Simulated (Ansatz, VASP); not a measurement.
Given: the input of a run of VASP 6.6.1 on TiAl.

Contents of INCAR:

```
SYSTEM = TiAl
ALGO     = Normal         ! electronic algorithm
EDIFF    = 1E-6           ! SCF threshold, eV
ENCUT    = 520            ! plane-wave cutoff, eV
GGA      = PE             ! functional
ISIF     = 2              ! what is computed and relaxed
ISMEAR   = 0              ! smearing method
LASPH    = .TRUE.         ! aspherical terms in the spheres
LCHARG   = .TRUE.         ! write CHGCAR
LELF     = .TRUE.         ! ELF
LREAL    = .FALSE.        ! projectors in reciprocal space
LVHAR    = .TRUE.       
LWAVE    = .FALSE.        ! write WAVECAR
NBANDS   = 14             ! bands
NELM     = 100            ! most SCF steps
PREC     = Accurate       ! precision mode
SIGMA    = 0.016          ! smearing width, eV
```

File KPOINTS:

```
k-points
0
G
  8 8 8
  0 0 0
```

The input POSCAR:

```
TiAl
1.0
    3.1790640000      0.0000000000      0.0000000000
    0.0000000000      3.1790640000      0.0000000000
    0.0000000000      0.0000000000      3.1790640000
Ti Al
1 1
Direct
    0.0000000000      0.0000000000      0.0000000000
    0.5000000000      0.5000000000      0.5000000000
```

Potentials or basis: VASP PAW PBE potentials, release 64 (Ti_sv, Al).

The run is started by

```console
$ cat potpaw_PBE.64/Ti_sv/POTCAR potpaw_PBE.64/Al/POTCAR > POTCAR
$ mpirun -np 1 vasp_std > vasp.out
```

Task: Translate it to Ansatz 0.2.0. Potentials there: Ansatz PAW.

Result: As run (the cutoff follows the program's own potentials):

Contents of input.yaml:

```yaml
crystal:
  lattice:
    - [3.179064, 0.0, 0.0]
    - [0.0, 3.179064, 0.0]
    - [0.0, 0.0, 3.179064]
  atoms:
    - { symbol: Ti, position: [0.0, 0.0, 0.0] }
    - { symbol: Al, position: [0.5, 0.5, 0.5] }
hamiltonian:
  xc: pbe
  pseudopotentials: { kind: paw }
kpoints:
  mp_grid: { grid: [8, 8, 8] }
scf:
  occupations: { method: gaussian, width: 0.016 }
output:
  forces: true
  stress: true
  eigenvalues: true
```

Potentials or basis: Ansatz PAW.

The run is started by

```bash
$ ansatz run input.yaml --threads 2 --pin off --max-ram 5632MiB --backend cpu --events-out ev --progress --plain --runs-dir out
```

Both were run:

|  | VASP | Ansatz | Ansatz less VASP |
| --- | --- | --- | --- |
| gap on the k mesh at the Fermi level (eV) | none | none | - |
| pressure (GPa) | 0.6 | 0.7 | +0.03 |

A gap of «none» marks a metal or a gap that the smearing closes.
